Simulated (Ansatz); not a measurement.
Runs of Ansatz 0.2.0 on TiAl. The structure is cubic, space group Pm-3m (No. 221). The conventional cell has a = 3.179 Å, b = 3.179 Å, c = 3.179 Å, α = 90.00°, β = 90.00°, γ = 90.00°. Ti (site symmetry m-3m) is surrounded by 8 Al at 2.75 Å. Al (site symmetry m-3m) is surrounded by 8 Ti at 2.75 Å. The cell comes from a database or a generator and needn't be the stable form of this composition.

```csv
task,level,potentials or basis,U,cell,cutoff (eV),smearing,basis error allowed,gap on the mesh (eV),pressure (GPa),V0 of scaled cells (Å³/atom),B0 (GPa)
single point,PBEsol,"all-electron LAPW, scalar-relativistic",-,as given,205,fermi-dirac 0.05 eV,0.001 eV/atom,none,-2.4,-,-
equation of state,PBEsol,"all-electron LAPW, scalar-relativistic",-,as given,-,fermi-dirac 0.05 eV,0.0005 eV/atom,-,-,15.73,118
single point,LDA,"all-electron LAPW, scalar-relativistic",-,as given,205,gaussian 0.1 eV,0.001 eV/atom,none,-5.9,-,-
band structure,LDA+U,"all-electron LAPW, scalar-relativistic",Ti d U = 2 eV,"atoms moved at random, drawn with an rms of 0.15 Å",257,methfessel-paxton 0.1 eV,0.001 eV/atom,-,-1.0,-,-
band structure,PBEsol,"all-electron LAPW, inner shells corrected to Dirac's equation",-,as given,205,fermi-dirac 0.05 eV,0.001 eV/atom,-,-2.4,-,-
equation of state,PBEsol,"all-electron LAPW, scalar-relativistic",-,as given,-,fermi-dirac 0.05 eV,0.001 eV/atom,-,-,15.73,118
band structure,PBEsol,"all-electron LAPW, non-relativistic",-,as given,205,fermi-dirac 0.05 eV,0.001 eV/atom,-,-2.1,-,-
equation of state,LDA,"all-electron LAPW, scalar-relativistic",-,as given,-,fermi-dirac 0.05 eV,0.001 eV/atom,-,-,(b),(a)
```

Alike in all rows: no spin polarisation; k mesh 8 × 8 × 8.

Q: Fill in the values left out.

A: (a) 125; (b) 15.25.

Caveats: U is the effective U less J, on atomic orbitals that reach past the spheres (some runs); U without spin polarisation on a metal has little footing (some runs); the U is typed as a test and isn't derived for this compound (some runs); forces of over 1 eV/Å show positions far from the minimum, so gaps and moduli don't describe the material at rest (some runs).

A k mesh can miss the band edges.

A gap of «none» marks a metal or a gap under the smearing width.

Not every run made on this cell is shown here.
